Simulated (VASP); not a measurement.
An input for Quantum ESPRESSO's pw.x (written as the equivalent of a VASP run, and not itself run):

```
&CONTROL
  calculation = 'vc-relax'
  pseudo_dir = './pseudo'
  outdir = './out'
  tprnfor = .true.
  tstress = .true.
  nstep = 60
  forc_conv_thr = 0.00078
/
&SYSTEM
  ibrav = 0
  nat = 4
  ntyp = 2
  ecutwfc = 84
  occupations = 'smearing'
  smearing = 'methfessel-paxton'
  degauss = 0.00735
  input_dft = 'pbe'
/
&ELECTRONS
  conv_thr = 7.3e-08
  electron_maxstep = 100
/
&IONS
/
&CELL
/
ATOMIC_SPECIES
  In 114.818 In.upf
  N 14.007 N.upf
CELL_PARAMETERS angstrom
     1.7930213   -3.1056041    0.0000000
     1.7930213    3.1056041    0.0000000
     0.0000000    0.0000000    5.7833969
ATOMIC_POSITIONS crystal
  In   0.6666670  0.3333330  0.4998533
  In   0.3333330  0.6666670  0.9998533
  N    0.6666670  0.3333330  0.8791467
  N    0.3333330  0.6666670  0.3791467
K_POINTS automatic
  9 9 5 0 0 0
```

Problem. Write the VASP files for the same calculation (PBE).

Solution. Several could match; the one computed here: 
INCAR:
```
ALGO = Normal
EDIFF = 1E-6
EDIFFG = -0.02
ENCUT = 520
GGA = PE
IBRION = 2
ISIF = 3
ISMEAR = 1
LASPH = .TRUE.
LCHARG = .FALSE.
LMAXMIX = 4
LREAL = .FALSE.
LWAVE = .FALSE.
NELM = 100
NSW = 60
PREC = Accurate
SIGMA = 0.1
SYSTEM = InN
```

File KPOINTS:
```
Automatic mesh
0
Gamma
9 9 5
0 0 0
```

**POSCAR**
```
InN
1.0
  1.7930213370  -3.1056041281   0.0000000000
  1.7930213370   3.1056041281   0.0000000000
  0.0000000000   0.0000000000   5.7833968599
In N
2 2
direct
  0.6666670000   0.3333330000   0.4998532939
  0.3333330000   0.6666670000   0.9998532939
  0.6666670000   0.3333330000   0.8791467061
  0.3333330000   0.6666670000   0.3791467061
```

POTCAR, in this order: In_d N (PBE.64 set). Program: vasp_std.

Limits of the translation: the potentials are each code's own (VASP's PAW set, PseudoDojo norm-conserving files in pw.x), so ENCUT and ecutwfc are chosen apart and not converted; conv_thr bounds pw.x's estimated SCF error, while EDIFF bounds the energy change between steps; forc_conv_thr acts on force components and is met together with etot_conv_thr.

The compound is InN in the wurtzite structure. It was relaxed first. The start is the result of an earlier pass.
